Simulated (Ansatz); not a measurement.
Ti$_{3}$SiC$_{2}$ (MAX-312 type, space group P6_3/mmc)

```xyz
12
Lattice="3.0728 0.0000 0.0000 -1.5364 2.6611 0.0000 0.0000 0.0000 17.7228" Properties=species:S:1:pos:R:3 pbc="T T T"
Ti     0.0000     0.0000     0.0000
Ti     0.0000     0.0000     8.8614
Ti     0.0000     1.7741     2.3906
Ti     1.5364     0.8870    11.2520
Ti     1.5364     0.8870    15.3322
Ti     0.0000     1.7741     6.4708
Si     0.0000     0.0000     4.4307
Si     0.0000     0.0000    13.2921
C      0.0000     1.7741    10.1433
C      1.5364     0.8870     1.2819
C      1.5364     0.8870     7.5795
C      0.0000     1.7741    16.4410
```

The atoms are displaced by Q × the pattern below (from a DFPT mode at Γ, largest move 1; Q in Å), at fixed cell.

| atom | x | y | z |
|---|---|---|---|
| Ti3 | 0.000 | 0.000 | -0.125 |
| Ti4 | 0.000 | 0.000 | -0.125 |
| Ti5 | 0.000 | 0.000 | 0.125 |
| Ti6 | 0.000 | 0.000 | 0.125 |
| C9 | 0.000 | 0.000 | 1.000 |
| C10 | 0.000 | 0.000 | 1.000 |
| C11 | 0.000 | 0.000 | -1.000 |
| C12 | 0.000 | 0.000 | -1.000 |

Atoms not listed stay in place.

All values below come from PBE (plane waves to 420 eV, PAW, scalar-relativistic; Ansatz, a first-principles code). k mesh 14×14×3 (Γ-centred), Fermi-Dirac smearing 0.05 eV. With partly filled bands, energies and forces of such displacements shift with the k mesh and the smearing. Ti3SiC2 is run without spin polarisation. Ti3SiC2 was relaxed with its symmetry unable to fall.

At one point of the scan the forces (eV/Å) are:

```
atom     Fx     Fy      Fz
----  -----  -----  ------
Ti1   0.000  0.000   0.000
Ti2   0.000  0.000   0.000
Ti3   0.000  0.000  -1.784
Ti4   0.000  0.000  -1.784
Ti5   0.000  0.000   1.784
Ti6   0.000  0.000   1.784
Si7   0.000  0.000   0.000
Si8   0.000  0.000   0.000
C9    0.000  0.000   4.596
C10   0.000  0.000   4.596
C11   0.000  0.000  -4.596
C12   0.000  0.000  -4.596
```

Question: Which point is it?
A. Q = -0.093 Å
B. Q = -0.233 Å
C. Q = -0.047 Å
D. Q = -0.280 Å

Answer: B, Q = -0.233 Å

(A displaced cell: forces are minus the slopes of the energy, force constants its curvatures, and phonons follow from these.)
